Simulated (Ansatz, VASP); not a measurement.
# One calculation of HfN, two programs

```
CELL_PARAMETERS angstrom
0.00000 2.25217 2.25217
2.25217 0.00000 2.25217
2.25217 2.25217 0.00000
ATOMIC_POSITIONS crystal
Hf 0.50000 0.50000 0.50000
N 0.00000 0.00000 0.00000
```

Alike in both runs: task single point; functional r2SCAN; k mesh 12 × 12 × 12; occupations gaussian, width 0.05 eV; no spin polarisation.

```csv
,VASP,Ansatz
version,VASP 6.6.1,Ansatz 0.2.0
potentials or method,"VASP PAW PBE potentials, release 64 (Hf_pv, N)","scalar-relativistic, plane waves, PAW"
plane-wave cutoff (eV),520,500
valence electrons in the cell,15,31
```

|  | VASP | Ansatz | Ansatz less VASP |
| --- | --- | --- | --- |
| gap on the k mesh at the Fermi level (eV) | none | none | - |
| pressure (GPa) | 1.3 | 4.0 | +2.70 |

A gap of «none» marks a metal or a gap that the smearing closes. The functional is the same, so the differences come from potentials, cutoffs and numerics. The two sets of potentials don't hold the same shells in valence.

Caveats: the PAW data sets were made with another functional, which shifts forces and pressure a little (VASP). Spin-orbit coupling is left out, which matters for the levels of Hf.
